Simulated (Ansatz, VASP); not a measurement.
Sn: VASP beside Ansatz

```
Sn
1.0
     4.65812    0.00000    0.00000
    -2.32906    4.03405    0.00000
     0.00000    0.00000    7.59486
Sn
4
Direct
  0.33333 0.66667 0.99952
  0.66667 0.33333 0.49952
  0.33333 0.66667 0.37548
  0.66667 0.33333 0.87548
```

Change from the starting cell: epitaxial_xy strain +0.5%.

Alike in both runs: task single point; functional PBE; k mesh 6 × 6 × 4; occupations fermi-dirac, width 0.02 eV; no spin polarisation.

|  | VASP | Ansatz |
| --- | --- | --- |
| version | VASP 6.6.1 | Ansatz 0.2.0 |
| potentials or method | VASP PAW PBE potentials, release 64 (Sn_d) | plane waves, PAW |
| plane-wave cutoff (eV) | 520 | 420 |
| valence electrons in the cell | 56 | 56 |

|  | VASP | Ansatz | Ansatz less VASP |
| --- | --- | --- | --- |
| pressure (GPa) | 1.2 | 1.2 | +0.05 |
| largest component of the traceless stress (GPa) | 0.07 | 0.07 | +0.002 |
| rms of the force components (eV/Å) | 0.020 | 0.020 | -0.0001 |

Atom by atom the forces differ by 0.000 eV/Å (rms over components). With one functional, cell and mesh, what is left measures potentials, basis and numerics.
